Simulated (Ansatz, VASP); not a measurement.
## MgO: VASP beside Ansatz

The input POSCAR:

```
MgO
1.0
    0.0062156338      2.1014458981      2.1014458981
    2.1014458981      0.0062156338      2.1014458981
    2.1014458981      2.1014458981      0.0062156338
Mg O
1 1
Direct
    0.0000000000      0.0000000000      0.0000000000
    0.5000000000      0.5000000000      0.5000000000
```

The input INCAR.step1:

```
SYSTEM = MgO
PREC = Accurate
ENCUT = 520
ISMEAR = 0
SIGMA = 0.01
LREAL = .False.
LASPH = .True.
NELM = 100
NBANDS = 11
GGA = PE
ALGO = Normal
EDIFF = 1E-4
LWAVE = .True.
LCHARG = .False.
```

Contents of INCAR.step2:

```
SYSTEM = MgO
PREC = Accurate
ENCUT = 520
EDIFF = 1E-7
ISMEAR = 0
SIGMA = 0.01
LREAL = .False.
LASPH = .True.
NELM = 100
ALGO = Normal
ISIF = 2
LWAVE = .False.
LCHARG = .False.
METAGGA = R2SCAN
LMIXTAU = .True.
NBANDS = 11
ISTART = 1
```

Contents of KPOINTS:

```
regular mesh
0
Gamma
  10 10 10
  0 0 0
```

Input for Ansatz:

```yaml
crystal:
  lattice:
    - [0.0062156338, 2.1014458981, 2.1014458981]
    - [2.1014458981, 0.0062156338, 2.1014458981]
    - [2.1014458981, 2.1014458981, 0.0062156338]
  atoms:
    - { symbol: Mg, position: [0.0, 0.0, 0.0] }
    - { symbol: O, position: [0.5, 0.5, 0.5] }
kpoints:
  mp_grid: { grid: [10, 10, 10] }
  band_path:
    path:
      - [0.0, 0.0, 0.0]
      - [0.5, 0.0, 0.5]
      - [0.625, 0.25, 0.625]
      - [0.375, 0.375, 0.75]
      - [0.5, 0.5, 0.5]
      - [0.5, 0.25, 0.75]
    npoints: 1
hamiltonian:
  xc: r2scan
scf:
  occupations: { method: fixed }
  n_extra_bands: 4
output:
  forces: true
  stress: true
  eigenvalues: true
```

Change from the starting cell: epitaxial_111 strain -0.3%.

Alike in both runs: task single point; functional r2SCAN; k mesh 10 × 10 × 10; no spin polarisation.

```csv
,VASP,Ansatz
version,VASP 6.6.1,Ansatz 0.2.0
potentials or method,"VASP PAW PBE potentials, release 64 (Mg, O)","plane waves, PAW"
plane-wave cutoff (eV),520,500
occupations,"gaussian, width 0.01 eV",fixed
valence electrons in the cell,8,16
```

```csv
,VASP,Ansatz,Ansatz less VASP
gap on the k mesh at the Fermi level (eV),5.70,5.73,+0.025
pressure (GPa),-0.2,0.9,+1.15
largest component of the traceless stress (GPa),0.47,0.47,-0.003
```

The two sets of potentials don't hold the same shells in valence.

Caveats: the PAW data sets were made with another functional, which shifts forces and pressure a little (VASP).
